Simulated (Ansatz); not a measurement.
Here is an Ansatz 0.2.0 calculation.

input.yaml

```yaml
crystal:
  lattice:
    - [-1.517923, 1.612567, 1.572658]
    - [1.584375, -1.591215, 1.617757]
    - [1.523578, 1.59687, -1.551306]
  atoms:
    - { symbol: Pt, position: [-0.012312, -0.008861, -0.012486] }
hamiltonian:
  xc: pbesol
  pseudopotentials: { kind: paw }
kpoints:
  mp_grid: { grid: [12, 12, 12] }
scf:
  occupations: { method: fermi_dirac, width: 0.05 }
output:
  forces: true
  stress: true
  eigenvalues: true
```

Potentials or basis: Ansatz PAW.

The run is started by

```console
$ ansatz run input.yaml --threads 2 --pin off --max-ram 5632MiB --backend cpu --events-out ev --progress --plain --runs-dir out
```

(1) What does it give for the pressure?

(2) Estimate the band gap on the k mesh.

Results:

(1) -10.7 GPa.

(2) none (metal or under the smearing width).

Caveat: the PAW data sets come from PBE, with cores solved anew for the run's functional, which leaves a small shift of forces and pressure.
